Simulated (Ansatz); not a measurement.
# PbO2 monolayer (2H): relaxing the cell for a phonon run, part 2 of 2

Task: relax PbO2 monolayer (2H) tightly.

Ansatz 0.2.0; DFT PBEsol, scalar-relativistic, plane waves, PAW; PAW set soft_1.

So far. Step 2 (Probe on a coarse mesh): The coarse mesh shows no gap.

## Step 4: Tight relaxation

Phonons need a cell at rest on their own settings, so the relaxation is repeated with tight tolerances on forces and stress, using the mesh and the filling of the phonon run that follows.

input.yaml

```yaml
crystal:
  lattice:
    - [3.2248340124, 0.0, 0.0]
    - [-1.6124170062, 2.7927881777, 0.0]
    - [0.0, 0.0, 28.7]
  atoms:
    - { symbol: Pb, position: [0.3333333333, 0.6666666667, 0.3484320557] }
    - { symbol: O, position: [0.6666666667, 0.3333333333, 0.3929514399] }
    - { symbol: O, position: [0.6666666667, 0.3333333333, 0.3039126716] }
  periodic: [true, true, false]
kpoints:
  mp_grid: { grid: [18, 18, 1] }
hamiltonian:
  xc: pbesol
  pseudopotentials: { kind: paw, azcp: { folder: soft_1 }, xc_functional: pbe }
scf:
  occupations: { method: methfessel_paxton, width: 0.2 }
output:
  forces: true
  stress: true
  eigenvalues: true
  write_density: true
  write_potential: true
  elf: true
  volumetric_format: npy
relax:
  adjacent_minimum: "off"
  f_tol: 0.001
  max_steps: 60
  cell: { stress_2d_tol: 0.002 }
```

Launch:

```sh
ansatz run input.yaml --threads 4 --pin off --max-ram 16384MiB --backend cpu --events-out ev --progress --plain --runs-dir out
```

Numbers of over 12 decimals in the logs are rounded to 6 here.

The program printed:

```text
[...]
Crystal: 3 atoms, lattice volume = 258.480 Å³
Basis set: ecut = 420 eV, 5159 PW (Γ), exchange–correlation on 48×48×384 points (8 copies of the dense FFT grid, shifted against one another)
Bands: 17, of which v1, the nominal top of the filled ones, is band 13 counted from 1 (12 counted from 0)
Symmetry: 12 space group operations
[...]
--- Relaxed structure (5 steps of the walk, 4 accepted, 1 SCFs on fresh bases) ---
[...]
cell:  # Å, volume = 258.3423 Å³
    - [3.223974, 0, 0]
    - [-1.611987, 2.792043, 0]
    - [0, 0, 28.7]
  atoms:
    - { symbol: Pb, position: [0.333333, 0.666667, 0.348432] }
    - { symbol: O, position: [0.666667, 0.333333, 0.392969] }
    - { symbol: O, position: [0.666667, 0.333333, 0.303895] }
[key lines of the parts left out:]
SCF converged after 7 iterations
Free energy (F): -12874.902201 eV
Fermi energy:    -8.295047 eV
P = ½ c Tr σ = -0.0011 N/m
```

The job ended after 36 s (4 threads of Arm Neoverse V2, shared host; peak memory 0.59 GiB; 2.3 min of CPU time).

Little changed from the start: no atom moved by 0.005 Å and no cell edge by 0.1 %.

This step gave:

* area per atom: 3 Å²

ELF in the ac plane at fractional y = 0.333, with atoms of O within 0.2 Å of it. It is the smooth field of the valence electrons, not physical close to the nuclei.

Values, 24 rows by 14 columns, each cell a mean:
```
0.00 0.00 0.00 0.00 0.00 0.00 0.00 0.00 0.00 0.00 0.00 0.00 0.00 0.00
0.00 0.00 0.00 0.00 0.00 0.00 0.00 0.00 0.00 0.00 0.00 0.00 0.00 0.00
0.00 0.00 0.00 0.00 0.00 0.00 0.00 0.00 0.00 0.00 0.00 0.00 0.00 0.00
0.00 0.00 0.00 0.00 0.00 0.00 0.00 0.00 0.00 0.00 0.00 0.00 0.00 0.00
0.00 0.00 0.00 0.00 0.00 0.00 0.00 0.00 0.00 0.00 0.00 0.00 0.00 0.00
0.00 0.00 0.00 0.00 0.00 0.00 0.00 0.00 0.00 0.00 0.00 0.00 0.00 0.00
0.00 0.00 0.00 0.00 0.00 0.00 0.00 0.00 0.00 0.00 0.00 0.00 0.00 0.00
0.00 0.00 0.00 0.00 0.00 0.00 0.00 0.00 0.00 0.00 0.00 0.00 0.00 0.00
0.00 0.00 0.00 0.00 0.00 0.00 0.00 0.00 0.00 0.00 0.00 0.00 0.00 0.00
0.00 0.00 0.00 0.00 0.00 0.00 0.00 0.00 0.00 0.00 0.00 0.00 0.00 0.00
0.00 0.00 0.00 0.00 0.00 0.00 0.00 0.00 0.00 0.00 0.00 0.00 0.00 0.00
0.00 0.00 0.00 0.00 0.00 0.00 0.00 0.00 0.00 0.00 0.00 0.00 0.00 0.00
0.00 0.00 0.00 0.00 0.00 0.01 0.01 0.02 0.03 0.04 0.04 0.03 0.02 0.01
0.11 0.03 0.01 0.01 0.06 0.20 0.36 0.48 0.56 0.59 0.58 0.52 0.42 0.28
0.29 0.14 0.10 0.11 0.20 0.46 0.69 0.79 0.74 0.64 0.68 0.78 0.76 0.60
0.26 0.33 0.37 0.36 0.30 0.23 0.23 0.27 0.31 0.33 0.32 0.29 0.24 0.21
0.29 0.16 0.13 0.14 0.21 0.43 0.66 0.76 0.73 0.63 0.67 0.76 0.73 0.56
0.14 0.04 0.01 0.02 0.08 0.25 0.42 0.55 0.63 0.66 0.65 0.60 0.50 0.34
0.00 0.00 0.00 0.00 0.00 0.01 0.02 0.04 0.05 0.06 0.06 0.05 0.03 0.02
0.00 0.00 0.00 0.00 0.00 0.00 0.00 0.00 0.00 0.00 0.00 0.00 0.00 0.00
0.00 0.00 0.00 0.00 0.00 0.00 0.00 0.00 0.00 0.00 0.00 0.00 0.00 0.00
0.00 0.00 0.00 0.00 0.00 0.00 0.00 0.00 0.00 0.00 0.00 0.00 0.00 0.00
0.00 0.00 0.00 0.00 0.00 0.00 0.00 0.00 0.00 0.00 0.00 0.00 0.00 0.00
0.00 0.00 0.00 0.00 0.00 0.00 0.00 0.00 0.00 0.00 0.00 0.00 0.00 0.00
```
Columns run along a (3.2 Å), rows up along c (28.7 Å). Atoms in or near the plane, at fractional coordinates: O at (0.67, 0.39), O at (0.67, 0.30).

Valence density in the ac plane at fractional y = 0.333, with atoms of O within 0.2 Å of it. It is the smooth field of the valence electrons, not physical close to the nuclei.

Ten steps, logarithmic in the rise over the least value, from '0' (0.0 e/Å³) to '9' (5.5 e/Å³), each cell a mean:
```
00000000000000000
00000000000000000
00000000000000000
00000000000000000
00000000000000000
00000000000000000
00000000000000000
00000000000000000
00000000000000000
00000000000000000
00000000000000000
00000000000000000
00000000000000000
00000001233443221
32222335689999764
45555544444444444
33333345689999764
10000012344554321
00000000000000000
00000000000000000
00000000000000000
00000000000000000
00000000000000000
00000000000000000
```
Columns run along a (3.2 Å), rows up along c (28.7 Å). Atoms in or near the plane, at fractional coordinates: O at (0.67, 0.39), O at (0.67, 0.30).

Electrostatic potential energy in the ac plane at fractional y = 0.333, with atoms of O within 0.2 Å of it. With pseudopotentials it is smooth inside the atoms' cores, unlike the true potential.

Values in eV, 24 rows by 14 columns, each cell a mean:
```
  0   0   0   0   0   0   0   0   0   0   0   0   0   0
  0   0   0   0   0   0   0   0   0   0   0   0   0   0
  0   0   0   0   0   0   0   0   0   0   0   0   0   0
  0   0   0   0   0   0   0   0   0   0   0   0   0   0
  0   0   0   0   0   0   0   0   0   0   0   0   0   0
  0   0   0   0   0   0   0   0   0   0   0   0   0   0
  0   0   0   0   0   0   0   0   0   0   0   0   0   0
  0   0   0   0   0   0   0   0   0   0   0   0   0   0
  0   0   0   0   0   0   0   0   0   0   0   0   0   0
  0   0   0   0   0   0   0   0   0   0   0   0   0   0
  0   0   0   0   0   0   0   0   0   0   0   0   0   0
  0   0   0   0   0   0   0   0   0   0   0   0   0   0
  0   0   0   0   0   0   0   0   0   0   0   0   0   0
  0  -1  -1  -1   0   0   0  -1  -2  -3  -3  -1  -1   0
 -5  -6  -6  -6  -5  -6 -11 -22 -26 -27 -27 -25 -16  -6
-17 -23 -24 -24 -21 -14 -10  -8  -8  -8  -8  -8  -9 -12
 -6  -7  -8  -8  -7  -7 -11 -21 -25 -26 -26 -24 -16  -7
 -1  -1  -1  -1  -1  -1  -1  -2  -5  -6  -6  -4  -1  -1
  0   0   0   0   0   0   0   0   0   0   0   0   0   0
  0   0   0   0   0   0   0   0   0   0   0   0   0   0
  0   0   0   0   0   0   0   0   0   0   0   0   0   0
  0   0   0   0   0   0   0   0   0   0   0   0   0   0
  0   0   0   0   0   0   0   0   0   0   0   0   0   0
  0   0   0   0   0   0   0   0   0   0   0   0   0   0
```
Columns run along a (3.2 Å; values clipped at the 3rd and 97th percentile), rows up along c (28.7 Å). Atoms in or near the plane, at fractional coordinates: O at (0.67, 0.39), O at (0.67, 0.30).

The largest force component left is 0.0067 meV/Å, within the tolerances set.

## Step 5: Outcome

| Item | Value |
| --- | --- |
| space group after relaxation (within 0.01 Å) | P-6m2 |
| lattice constant a | 3.224 Å |
| lattice constant b | 3.224 Å |
| area per atom | 3 Å² |

**Reading.** The largest force component left is 0.0067 meV/Å, within the tolerances set. The relaxation keeps the symmetry of its start, so it says nothing on stability against lower symmetry. Spin-orbit coupling is left out, which can matter for the heavy elements here. The PAW files were made for PBE and serve the other functionals too. The starting cell was built on a prototype and not taken from a measurement.

[Logs are printed without paths, hosts, clocks, repeated set-up lines and the standing remarks that a program may print on its own settings, such as how far it seeks lower states.]

[Hosts, paths, dates, database ids (printed as entryN), source tags and the programs' standing remarks are cut or masked in the printed files.]
